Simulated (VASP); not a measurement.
# Hf (Im-3m) in VASP: a series of runs

The runs below take Hf through relaxation of cell and atoms, with PBEsol.

Program: VASP 6.6.1. These are calculated values, not measurements. Logs are shortened: lines on timing, memory, paths and dates and some standing lists are left out, and cuts for length are marked.

## 1. The crystal as given

It takes space group Im-3m (No. 229, cubic). Conventional cell: a = 3.157 Å, b = 3.157 Å, c = 3.157 Å, α = 90.00°, β = 90.00°, γ = 90.00°. Around Hf (site symmetry m-3m) lie 8 Hf at 2.73 Å.

This isn't the form of Hf at room conditions, which is hcp.

## 2. Relaxation of cell and atoms, PBEsol, target pressure 75 GPa, at which the enthalpy is minimised

Input file INCAR:

```
PREC = Accurate
ENCUT = 520
EDIFF = 1E-7
ISMEAR = 0
SIGMA = 0.1
LREAL = False
LASPH = True
NELM = 100
ALGO = Normal
ISIF = 3
LWAVE = False
LCHARG = False
GGA = PS
IBRION = 2
NSW = 80
EDIFFG = -0.002
PSTRESS = 750.0
```

Input file KPOINTS:

```
Automatic mesh
0
Gamma
  4 4 4
```

Input file POSCAR:

```
Hf                                      
1.0
   -1.5783666462      1.5783666462      1.5783666462
    1.5783666462     -1.5783666462      1.5783666462
    1.5783666462      1.5783666462     -1.5783666462
  Hf            
     1
Direct
     0.0000000000000000    0.0000000000000000    0.0000000000000000
```

Potentials or basis: VASP PAW PBE potentials, release 64 (Hf_pv).

The run is started by

```console
cat potpaw_PBE.64/Hf_pv/POTCAR > POTCAR
mpirun -np 1 vasp_std > vasp.out
```

OUTCAR:

```text
PREC = Accurate
   ENCUT = 520
   EDIFF = 1E-7
   ISMEAR = 0
   LREAL = False
   LASPH = True
   NELM = 100
   ISIF = 3
   GGA = PS
   IBRION = 2
   NSW = 80
   EDIFFG = -0.002
   PSTRESS = 750.0

 ion  position               nearest neighbor table
   1  0.000  0.000  0.000-

  LATTYP: Found a body centered cubic cell.
 ALAT       =     3.1567332924

  Lattice vectors:

 A1 = (  -1.5783666462,   1.5783666462,   1.5783666462)
 A2 = (   1.5783666462,  -1.5783666462,   1.5783666462)
 A3 = (   1.5783666462,   1.5783666462,  -1.5783666462)

Analysis of symmetry for initial positions (statically):
=====================================================================
 Subroutine PRICEL returns:
 Original cell was already a primitive cell.

 Routine SETGRP: Setting up the symmetry group for a
 body centered cubic supercell.

 Subroutine GETGRP returns: Found 48 space group operations
 (whereof 48 operations were pure point group operations)
 out of a pool of 48 trial point group operations.

The static configuration has the point symmetry O_h .

Analysis of symmetry for dynamics (positions and initial velocities):
=====================================================================
 Subroutine PRICEL returns:
 Original cell was already a primitive cell.

 Routine SETGRP: Setting up the symmetry group for a
 body centered cubic supercell.

 Subroutine GETGRP returns: Found 48 space group operations
 (whereof 48 operations were pure point group operations)
 out of a pool of 48 trial point group operations.

The dynamic configuration has the point symmetry O_h .

 Subroutine INISYM returns: Found 48 space group operations
 (whereof 48 operations are pure point group operations),
 and found     1 'primitive' translations

----------------------------------------------------------------------------------------

                                     Primitive cell

  volume of cell :      15.7284

  direct lattice vectors                    reciprocal lattice vectors
    -1.578366646  1.578366646  1.578366646     0.000000000  0.316783177  0.316783177
     1.578366646 -1.578366646  1.578366646     0.316783177  0.000000000  0.316783177
     1.578366646  1.578366646 -1.578366646     0.316783177  0.316783177  0.000000000

  length of vectors
     2.733811224  2.733811224  2.733811224     0.447999065  0.447999065  0.447999065

  position of ions in fractional coordinates (direct lattice)
     0.000000000  0.000000000  0.000000000

  ion indices of the primitive-cell ions
   primitive index   ion index
                 1           1

----------------------------------------------------------------------------------------

 KPOINTS: Automatic mesh

Automatic generation of k-mesh.
 Grid dimensions read from file:
 generate k-points for:    4    4    4

 Generating k-lattice:

  Cartesian coordinates                     Fractional coordinates (reciprocal lattice)
     0.000000000  0.079195794  0.079195794     0.250000000  0.000000000  0.000000000
     0.079195794  0.000000000  0.079195794     0.000000000  0.250000000  0.000000000
     0.079195794  0.079195794  0.000000000     0.000000000  0.000000000  0.250000000

  Length of vectors
     0.111999766  0.111999766  0.111999766

  Shift w.r.t. Gamma in fractional coordinates (k-lattice)
     0.000000000  0.000000000  0.000000000

 Subroutine IBZKPT returns following result:
 ===========================================

 Found      8 irreducible k-points:

 Following reciprocal coordinates:
            Coordinates               Weight
  0.000000  0.000000  0.000000      1.000000
  0.250000  0.000000  0.000000     12.000000
  0.500000  0.000000  0.000000      6.000000
  0.250000  0.250000  0.000000     24.000000
  0.250000  0.250000  0.250000      2.000000
 -0.250000  0.250000  0.250000      6.000000
  0.500000  0.500000  0.250000     12.000000
  0.500000  0.500000  0.500000      1.000000
   k-points           NKPTS =      8   k-points in BZ     NKDIM =      8   number of bands    NBANDS=      9
   number of dos      NEDOS =    301   number of ions     NIONS =      1
   total plane-waves  NPLWV =   8000
   dimension x,y,z NGX =    20 NGY =   20 NGZ =   20
   dimension x,y,z NGXF=    40 NGYF=   40 NGZF=   40
   ions per type =               1
   NGX,Y,Z   is equivalent  to a cutoff of  12.16, 12.16, 12.16 a.u.
   NGXF,Y,Z  is equivalent  to a cutoff of  24.32, 24.32, 24.32 a.u.
 SYSTEM =  unknown system
   PREC   = accura    normal or accurate (medium, high low for compatibility)
   ISTART =      0    job   : 0-new  1-cont  2-samecut
   ICHARG =      2    charge: 1-file 2-atom 10-const
   ISPIN  =      1    spin polarized calculation?
   LNONCOLLINEAR =      F non collinear calculations
   LSORBIT =      F    spin-orbit coupling
   LASPH  =      T    aspherical Exc in radial PAW
   ENCUT  =  520.0 eV  38.22 Ry    6.18 a.u.   5.08  5.08  5.08*2*pi/ulx,y,z
   NELM   =    100;   NELMIN=  2; NELMDL= -5     # of ELM steps
   EDIFF  = 0.1E-06   stopping-criterion for ELM
   LREAL  =      F    real-space projection
   EDIFFG = -.2E-02   stopping-criterion for IOM
   NSW    =     80    number of steps for IOM
   IBRION =      2    ionic relax: 0-MD 1-quasi-New 2-CG
   NFREE  =      1    steps in history (QN), initial steepest desc. (CG)
   ISIF   =      3    stress and relaxation
   ISYM   =      2    0-nonsym 1-usesym 2-fastsym
   POTIM  = 0.5000    time-step for ionic-motion
   TEBEG  =    0.0;   TEEND  =   0.0 temperature during run
   PSTRESS=  750.0 pullay stress
   NELECT =      10.0000    total number of electrons
   NUPDOWN=      -1.0000    fix difference up-down
   EMIN   =  10.00;   EMAX   =-10.00  energy-range for DOS
   EFERMI =   0.00;   METHOD = LEGACY
   ISMEAR =     0;   SIGMA  =   0.10  broadening in eV -4-tet -1-fermi 0-gaus
   EFERMI_NEDOS =   21; number of points for ismear=-14 and -15
   IALGO  =     38    algorithm
   IMIX   =      4    mixing-type and parameters
     AMIX     =   0.40;   BMIX     =  1.00
     AMIX_MAG =   1.60;   BMIX_MAG =  1.00
  volume/ion in A,a.u.               =      15.73       106.14
  Fermi-wavevector in a.u.,A,eV,Ry     =   1.407711  2.660189 26.962001  1.981651
  Thomas-Fermi vector in A             =   2.529943
   LORBIT       =      0    0 simple, 1 ext, 2 COOP (PROOUT), +10 PAW based schemes
   GGA     = PS    functional components
   LHFCALC =     F    Hartree Fock is set to
   AEXX    =    0.0000 exact exchange contribution
   IVDW    =     0    specifies the selected vdW correction
   LEPSILON=     F    determine dielectric tensor
   LRPA    =     F    only Hartree local field effects (RPA)
 conjugate gradient relaxation of ions
 non-spin polarized calculation
 Gauss-broadening in eV      SIGMA  =   0.10
  energy-cutoff  :      520.00
  volume of cell :       15.73
 maximum number of plane-waves:       429
   NGX = 11   NGY = 11   NGZ = 11

--------------------------------------- Ionic step        1  -------------------------------------------

 number of electron      10.0000000 magnetization

 Free energy of the ion-electron system (eV)
  ---------------------------------------------------
  ext. energy  EPLUGINS =         0.00000000
  ---------------------------------------------------
  free energy    TOTEN  =        -9.60731293 eV

  energy without entropy =       -9.60324726  energy(sigma->0) =       -9.60528009

------------------------ aborting loop because EDIFF is reached ----------------------------------------

  FORCE on cell =-STRESS in cart. coord.  units (eV):
  Direction    XX          YY          ZZ          XY          YZ          ZX
  --------------------------------------------------------------------------------------
  -------------------------------------------------------------------------------------
  Total        4.9065636      4.9065636      4.9065636      0.0000000      0.0000000      0.0000000
  in kB      499.8093079    499.8093079    499.8093079      0.0000000      0.0000000      0.0000000
  external PRESSURE =    -250.1906921 kB  Pullay stress =     750.0000000 kB
[... 22 lines left out ...]
  enthalpy is  TOTEN    =        -2.2446595207 eV   P V=        7.3626534111

--------------------------------------- Ionic step        2  -------------------------------------------

 number of electron       9.9999999 magnetization

 E-fermi :  11.3315     XC(G=0): -15.2137

 val. band max:       11.2631231862   @ k =   0.2500   0.2500   0.2500
 cond. band min:      12.1039312328   @ k =   0.0000   0.0000   0.0000
 fundamental gap:      0.8408080466
 Fermi energy:        11.3315302003

 k-point     1 :       0.0000    0.0000    0.0000
  band No.  band energies     occupation
      1     -16.2009      2.00000
      2     -16.2009      2.00000
      3     -16.2009      2.00000
      4       2.9647      2.00000
      5      12.1039      0.00000
      6      12.1039      0.00000
      7      12.1039      0.00000
      8      17.6001      0.00000
      9      17.6001      0.00000
[... 190 lines left out ...]
  enthalpy is  TOTEN    =        -2.3475649368 eV   P V=        6.7874109766

--------------------------------------- Ionic step        5  -------------------------------------------

 number of electron       9.9999999 magnetization

 Free energy of the ion-electron system (eV)
  ---------------------------------------------------
  ext. energy  EPLUGINS =         0.00000000
  ---------------------------------------------------
  free energy    TOTEN  =        -9.12382982 eV

  energy without entropy =       -9.11954870  energy(sigma->0) =       -9.12168926

 E-fermi :   7.5674     XC(G=0): -13.5482

 val. band max:        7.4661934874   @ k =   0.2500   0.0000   0.0000
 cond. band min:       8.3206252121   @ k =   0.2500   0.2500   0.0000
 fundamental gap:      0.8544317246
 Fermi energy:         7.5674123598

 k-point     1 :       0.0000    0.0000    0.0000
  band No.  band energies     occupation
      1     -20.3128      2.00000
      2     -20.3128      2.00000
      3     -20.3128      2.00000
      4      -0.2852      2.00000
      5       9.4211      0.00000
      6       9.4211      0.00000
      7       9.4211      0.00000
      8      13.6794      0.00000
      9      13.6794      0.00000
[... 110 lines left out ...]
  FREE ENERGIE OF THE ION-ELECTRON SYSTEM (eV)
  ---------------------------------------------------
  free  energy   TOTEN  =        -9.1238298190 eV

  energy  without entropy=       -9.1195486977  energy(sigma->0) =       -9.12168926

  enthalpy is  TOTEN    =        -2.3476070221 eV   P V=        6.7762227969

 reached required accuracy - stopping structural energy minimisation
```

Run time: 9.2 s. Hardware: 1 thread of AMD EPYC 7R13 (Zen 3), shared host; peak memory 0.1 GiB.

What came out:

- Free energy: -9.1238 eV
- Relaxed volume: 14.48 Å³/atom
- Relaxed cell: a = 2.659 Å, b = 2.659 Å, c = 2.659 Å, α = 109.47°, β = 109.47°, γ = 109.47°
- Space group after relaxing (to 0.05 Å): Im-3m (No. 229)
- Energy change on relaxing (the enthalpy is what falls): +483.5 meV/atom
- Ionic steps: 5
- Pressure after relaxing: 75.0 GPa
- Band gap on the k mesh: none (metal or under the smearing width)

The path:
| step | energy change (eV) | largest force (eV/Å) | pressure (GPa) | volume (Å³) |
| --- | --- | --- | --- | --- |
| 1 | 0.0000 | 0.0000 | 49.98 | 15.73 |
| 2 | 3.6952 | 0.0000 | 236.94 | 10.77 |
| 3 | 0.4335 | 0.0000 | 72.53 | 14.58 |
| 4 | 0.4723 | 0.0000 | 74.45 | 14.50 |
| 5 | 0.4835 | 0.0000 | 74.99 | 14.48 |

Final structure:
```
Hf
1.0
    -1.53530    1.53530    1.53530
     1.53530   -1.53530    1.53530
     1.53530    1.53530   -1.53530
Hf
1
Direct
  0.00000 0.00000 0.00000
```

Caveat: the k mesh is coarse (spacing up to 0.70 Å⁻¹), so the values aren't converged; the cell is relaxed towards a set pressure, so the enthalpy falls and the energy may rise; the PAW data sets were made with another functional, which shifts forces and pressure a little.

## 3. Relaxation of cell and atoms, PBEsol, target pressure 75 GPa, at which the enthalpy is minimised

This run uses another cell than the first one, of 14.48 Å³/atom, 0.920 times its volume.

INCAR is that of step 2.

KPOINTS is that of step 2.

Input file POSCAR:

```
Hf                                      
1.0
   -1.5352967650      1.5352967650      1.5352967650
    1.5352967650     -1.5352967650      1.5352967650
    1.5352967650      1.5352967650     -1.5352967650
  Hf            
     1
Direct
     0.0000000000000000    0.0000000000000000    0.0000000000000000
```

Potentials or basis: VASP PAW PBE potentials, release 64 (Hf_pv).

The run is started by

```console
cat potpaw_PBE.64/Hf_pv/POTCAR > POTCAR
mpirun -np 1 vasp_std > vasp.out
```

It took 3 s on 1 thread of AMD EPYC 7R13 (Zen 3), shared host; peak memory 0.09 GiB.

The run converged. Its results:

```
Free energy             : -9.1235 eV
Pressure after relaxing : 75.0 GPa
Band gap on the k mesh  : none (metal or under the smearing width)
```

Final structure:
```
Hf
1.0
    -1.53530    1.53530    1.53530
     1.53530   -1.53530    1.53530
     1.53530    1.53530   -1.53530
Hf
1
Direct
  0.00000 0.00000 0.00000
```

Levels at points of the mesh, in eV from the Fermi level:
```
           k point  band 3  band 4  band 5  band 6  band 7  band 8
(0.00, 0.00, 0.00)  -27.88   -7.85    1.85    1.85    1.85    6.11
(0.50, 0.00, 0.00)  -27.94   -4.86   -1.49    4.27    6.40    7.88
(0.50, 0.50, 0.50)  -29.92   -4.89   -4.89   10.84   10.84   10.84
```

Caveat: the k mesh is coarse (spacing up to 0.72 Å⁻¹), so the values aren't converged; the relaxation stopped at its first step, so nothing moved; the cell is relaxed towards a set pressure, so the enthalpy falls and the energy may rise; the PAW data sets were made with another functional, which shifts forces and pressure a little.

## 4. Relaxation of cell and atoms, PBEsol, target pressure 12 GPa, at which the enthalpy is minimised

This run uses another cell than the first one, of 17.53 Å³/atom, 1.114 times its volume.

INCAR, as its differences from that of step 3:

```diff
@@ -16,2 +16,2 @@
 EDIFFG = -0.002
-PSTRESS = 750.0
+PSTRESS = 120.0
```

KPOINTS is that of step 3.

Input file POSCAR:

```
Hf                                      
1.0
   -1.6363358916      1.6363358916      1.6363358916
    1.6363358916     -1.6363358916      1.6363358916
    1.6363358916      1.6363358916     -1.6363358916
  Hf            
     1
Direct
     0.0000000000000000    0.0000000000000000    0.0000000000000000
```

The run is started by

```console
cat potpaw_PBE.64/Hf_pv/POTCAR > POTCAR
mpirun -np 1 vasp_std > vasp.out
```

It took 27 s on 1 thread of AMD EPYC 7R13 (Zen 3), shared host; peak memory 0.11 GiB.

Results (log left out):

```
Free energy                                            : -10.3155 eV
Relaxed volume                                         : 19.62 Å³/atom
Relaxed cell                                           : a = 2.943 Å, b = 2.943 Å, c = 2.943 Å, α = 109.47°, β = 109.47°, γ = 109.47°
Space group after relaxing (to 0.05 Å)                 : Im-3m (No. 229)
Energy change on relaxing (the enthalpy is what falls) : -279.3 meV/atom
Ionic steps                                            : 20
Pressure after relaxing                                : 12.0 GPa
Band gap on the k mesh                                 : none (metal or under the smearing width)
```

The path:
```tsv
step	energy change (eV)	largest force (eV/Å)	pressure (GPa)	volume (Å³)
1	0.0000	0.0000	30.01	17.53
2	-0.2992	0.0000	-7.12	23.01
3	-0.2843	0.0000	11.44	19.69
4	-0.2787	0.0000	12.07	19.61
5	-0.2787	0.0000	12.07	19.61
6	-0.2787	0.0000	12.07	19.62
7	-0.2787	0.0000	12.07	19.62
8	-0.2787	0.0000	12.07	19.62
9	-0.2787	0.0000	12.07	19.62
10	-0.2787	0.0000	12.07	19.62
11	-0.2787	0.0000	12.07	19.62
12	-0.2788	0.0000	12.07	19.62
13	-0.2788	0.0000	12.07	19.62
14	-0.2788	0.0000	12.07	19.62
15	-0.2788	0.0000	12.07	19.62
16	-0.2789	0.0000	12.07	19.62
17	-0.2790	0.0000	12.04	19.62
18	-0.2792	0.0000	12.02	19.62
19	-0.2796	0.0000	11.97	19.63
20	-0.2793	0.0000	12.00	19.62
```

Final structure:
```yaml
crystal:
  lattice:
    - [-1.69916, 1.69916, 1.69916]
    - [1.69916, -1.69916, 1.69916]
    - [1.69916, 1.69916, -1.69916]
  atoms:
    - { symbol: Hf, position: [0.00000, 0.00000, 0.00000] }
```

Levels at points of the mesh, in eV from the Fermi level:
```tsv
k point	band 3	band 4	band 5	band 6	band 7	band 8
(0.00, 0.00, 0.00)	-29.33	-7.44	1.56	1.56	1.56	4.77
(0.50, 0.00, 0.00)	-29.34	-3.81	-0.79	1.70	4.67	5.81
(0.50, 0.50, 0.50)	-30.20	-3.18	-3.18	7.78	7.78	7.78
```

Caveat: the k mesh is coarse (spacing up to 0.68 Å⁻¹), so the values aren't converged; the cell is relaxed towards a set pressure, so the enthalpy falls and the energy may rise; the PAW data sets were made with another functional, which shifts forces and pressure a little. Zero-point motion and thermal expansion aren't in these numbers.

(Continued in part 2 of 2.)
